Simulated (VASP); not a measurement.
Runs of VASP 6.6.1 on In. It takes space group Im-3m (No. 229, cubic). Conventional cell: a = 3.765 Å, b = 3.765 Å, c = 3.765 Å, α = 90.00°, β = 90.00°, γ = 90.00°. Around In (site symmetry m-3m) lie 8 In at 3.26 Å. This isn't the form of In at room conditions, which is tetragonal.

```tsv
level	gap on the mesh (eV)	pressure (GPa)	relaxed volume (Å³/atom)
vdW-DF-cx	none	0.0	26.19
RPBE	none	0.0	(a)
BLYP	none	0.0	31.40
AM05	none	-0.1	25.92
r2SCAN	none	-0.1	-
```

Alike in all rows: task relaxation of cell and atoms; potentials or basis VASP PAW PBE potentials, release 64 (In_d); no spin polarisation; cell relaxed; k mesh 10 × 10 × 10; cutoff (eV) 600; smearing fermi-dirac 0.05 eV.

Question: Estimate the missing entries.

Answer: (a) 29.14.

Caveats: the PAW data sets were made with another functional, which shifts forces and pressure a little; the volume moved by over 15 % at a fixed basis, so the end points are rough (some runs); the relaxation stopped at its first step, so nothing moved (some runs).

A k mesh can miss the band edges, and the runs leave out spin-orbit coupling on In.

A gap of «none» marks a metal or a gap under the smearing width.
